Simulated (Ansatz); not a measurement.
# Ligand exchange: C4H9Cl + C2H10OSi2 → C4H10O + C2H9ClSi2

Species: C4H9Cl (1-chlorobutane) `CCCCCl`, singlet; C2H10OSi2 `C[SiH2]C[SiH2]O`, singlet; C4H10O (1-butanol) `CCCCO`, singlet; C2H9ClSi2 `C[SiH2]C[SiH2]Cl`, singlet. The partners trade Cl for OH: C–Cl and Si–OH bonds give way to C–OH and Si–Cl.

Shapes, held fixed at every level: PBE0-D4/def2-TZVP. Flexible molecules stand in one conformer, not always the lowest. Programs: Ansatz 0.2.0. Electronic energies: no zero-point or thermal term.

```json
{"level": "PBE-D4/def2-TZVPP", "kind": "GGA", "ΔE (kJ/mol)": "+13.3", "less CCSD(T)/CBS estimate": "-6.8"}
{"level": "r2SCAN-D4/def2-TZVPP", "kind": "meta-GGA", "ΔE (kJ/mol)": "+16.2", "less CCSD(T)/CBS estimate": "-3.9"}
{"level": "B3LYP-D4/def2-TZVPP", "kind": "global hybrid", "ΔE (kJ/mol)": "+18.5", "less CCSD(T)/CBS estimate": "-1.6"}
{"level": "PBE0-D4/def2-TZVPP", "kind": "global hybrid", "ΔE (kJ/mol)": "+12.7", "less CCSD(T)/CBS estimate": "-7.4"}
{"level": "B2PLYP/def2-TZVPP", "kind": "double hybrid", "ΔE (kJ/mol)": "+18.4", "less CCSD(T)/CBS estimate": "-1.7"}
{"level": "MP2/def2-TZVPP", "kind": "perturbation theory", "ΔE (kJ/mol)": "+22.4", "less CCSD(T)/CBS estimate": "+2.3"}
{"level": "CCSD/def2-TZVPP", "kind": "coupled cluster or CI", "ΔE (kJ/mol)": "+17.8", "less CCSD(T)/CBS estimate": "-2.3"}
{"level": "CCSD(T)/CBS estimate", "kind": "coupled cluster or CI", "ΔE (kJ/mol)": "+20.1", "less CCSD(T)/CBS estimate": "0.0"}
```

The highest level, CCSD(T)/CBS estimate, gives ΔE = +20.1 kJ/mol; the levels span +12.7 to +22.4. The column of differences is taken from that level and isn't an error. No measured value is set beside it here. The CBS estimate extrapolates MP2 from def2-TZVPP and def2-QZVPP and adds CCSD(T) − MP2 in the triple-zeta set, cores frozen.

Every level makes the exchange endothermic, so chlorine stays on carbon and hydroxyl on silicon; the best estimate is +20.1 kJ/mol. Silicon, more electropositive than carbon, binds both ligands through strongly polar bonds, but it gains more from oxygen than from chlorine. The compact, more electronegative oxygen gives a short Si–O bond with a large electrostatic contribution, probably helped by lone-pair donation into σ* orbitals on silicon. Forming Si–Cl in place of C–Cl recovers only part of what is lost when Si–O gives way to C–O. The reaction energy measures this difference in preference, not the strength of any single bond.

The sign is secure across the methods, the size less so. All the density functionals fall below the best estimate, but not in order of their class: PBE0 lies close to PBE, while B3LYP lies well above both, so admixture of exact exchange alone doesn't account for the spread. The gap between CCSD and the best estimate can't be assigned to triple excitations alone, since the basis changes too.
